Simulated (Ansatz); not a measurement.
KI (Pm-3m) from a database of computed structures (r2SCAN geometry), in Ansatz:

```cif
data_structure
_symmetry_space_group_name_H-M 'Pm-3m'
_symmetry_Int_Tables_number 221
_cell_length_a 4.2911
_cell_length_b 4.2911
_cell_length_c 4.2911
_cell_angle_alpha 90.000
_cell_angle_beta 90.000
_cell_angle_gamma 90.000
_cell_volume 79.01
loop_
_atom_site_label
_atom_site_type_symbol
_atom_site_symmetry_multiplicity
_atom_site_Wyckoff_symbol
_atom_site_fract_x
_atom_site_fract_y
_atom_site_fract_z
_atom_site_occupancy
K1 K 1 a 0.00000 0.00000 0.00000 1
I1 I 1 b 0.50000 0.50000 0.50000 1
```

G0W0@r2SCAN with 297 empty bands, a screening cutoff of 140 eV and a 4×4×4 mesh (PAW, contour deformation) gives 5.615 eV over the mesh points, from an r2SCAN gap of 4.039 eV; it sums over 310 bands with 305 plane waves in the screening and a wave cutoff of 500 eV. No extrapolation in bands, cutoff or mesh was made for G0W0. The values are computed, spin-unpolarised, and not measurements.

**Question.** Another run gave a Kohn-Sham gap of 4.039 eV and a G0W0 gap of 5.465 eV, summing over 141 bands with 123 plane waves in the screening and a wave cutoff of 500 eV. What was changed?

**Answer.** Empty bands 128, screening cutoff 80 eV. The counts of bands and plane waves show it.

**Question.** Estimate the gap with empty bands 546, screening cutoff 210 eV.

**Answer.** 5.655 eV (+0.040 eV), from a Kohn-Sham gap of 4.039 eV.

No spin-orbit coupling is included; it can move band edges with weight on the heavy atoms by tenths of an eV.
